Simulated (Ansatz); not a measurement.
NaH in the rocksalt structure, relaxed with r2SCAN in Ansatz 0.2.0: it is cubic, Fm-3m (No. 225); conventional cell a = 4.795 Å, 13.78 Å³ an atom. Na is surrounded by 6 H at 2.40 Å; H is surrounded by 6 Na at 2.40 Å. It was then strained (isotropic on every length). Unstrained, HSE06 gives 4.849 eV (W → L, 6×6×6 mesh), and the band edges keep their places in every row. Stress is positive in compression. Calculated for a static, non-magnetic cell.

| strain (%) | ln(V/V₀) | ΔE_g, HSE06 (eV) | Δpressure, r2SCAN (GPa) |
| --- | --- | --- | --- |
| -2.5 | -0.0760 | +0.157 | +2.14 |
| -1.13 | -0.0341 | +0.070 | +0.89 |
| +1.0 | +0.0299 | -0.060 | -0.69 |

Problem. Fit ΔE_g = a x + b x² to these rows by least squares, with x = ln(V/V₀).

Solution. The normal equations take Σx² = 7.833e-03, Σx³ = -4.519e-04, Σx⁴ = 3.551e-05, ΣxΔE = -1.611e-02 and Σx²ΔE = 9.346e-04, and give a = -2.03 eV, b = +0.5 eV; the largest residual is 0.000 eV. a is the volume deformation potential of this gap.

Problem. Fit the change of pressure in the same way.

Solution. Δpressure = -24.5 x + (48) x² GPa. So B₀ = 24.5 GPa and B′ ≈ 2 × 48/24.5 = 3.9; two terms over so wide a range bias B₀ by a few per cent and B′ by more; the gap's pressure coefficient at zero is −a/B₀ = +83 meV/GPa, with HSE06's a and r2SCAN's B₀.

Problem. Predict the withheld row at -2.28 % (x = -0.0692).

Solution. ΔE_g ≈ -2.03 × (-0.0692) + (0.5) × (-0.0692)² = +0.143 eV, and Δpressure ≈ +1.93 GPa. The runs give +0.143 eV and +1.92 GPa, off by 0.000 eV and -0.01 GPa.

The meshes of the hybrids are coarse, so their gaps aren't converged to the digits shown.
